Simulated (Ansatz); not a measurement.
Write the native input for Ansatz 0.2.0 that does the following.

* Task: single point
* Functional: PBE
* Potentials or basis: Ansatz PAW
* Cutoff: 420 eV (not typed: the program's choice for these potentials)
* k mesh: 11 × 11 × 11
* Occupations: gaussian, width 0.024 eV
* Spin: no spin polarisation

Crystal: AlN.

```
CELL_PARAMETERS angstrom
0.00000 2.03452 2.03452
2.03452 0.00000 2.03452
2.03452 2.03452 0.00000
ATOMIC_POSITIONS crystal
Al 0.50000 0.50000 0.50000
N 0.00000 0.00000 0.00000
```

Measurements of this composition are mostly on another form, of space group No. 186.

These files were run (other wordings do the same):

input.yaml

```yaml
crystal:
  lattice:
    - [0.0, 2.034518, 2.034518]
    - [2.034518, 0.0, 2.034518]
    - [2.034518, 2.034518, 0.0]
  atoms:
    - { symbol: Al, position: [0.5, 0.5, 0.5] }
    - { symbol: "N", position: [0.0, 0.0, 0.0] }
hamiltonian:
  xc: pbe
  pseudopotentials: { kind: paw }
kpoints:
  mp_grid: { grid: [11, 11, 11] }
scf:
  occupations: { method: gaussian, width: 0.024 }
output:
  forces: true
  stress: true
  eigenvalues: true
  write_density: true
  write_potential: true
  elf: true
  volumetric_format: npy
```

Potentials or basis: Ansatz PAW.

Command:

```bash
$ ansatz run input.yaml --threads 2 --pin off --max-ram 5632MiB --backend cpu --events-out ev --progress --plain --runs-dir out
```

Results of the run:

The pressure is 0.3 GPa and the band gap on the k mesh is 4.58 eV, indirect (least direct gap 5.40 eV).

Caveat: odd divisions of the mesh miss points on the zone boundary, where band edges often lie, so the gap on the mesh can be too wide; the pressure holds a Pulay correction of +0.5 GPa for the finite cutoff.

Wall time 0.46 s on 2 threads of Arm Neoverse V2 (shared host), peak memory 0.25 GiB.
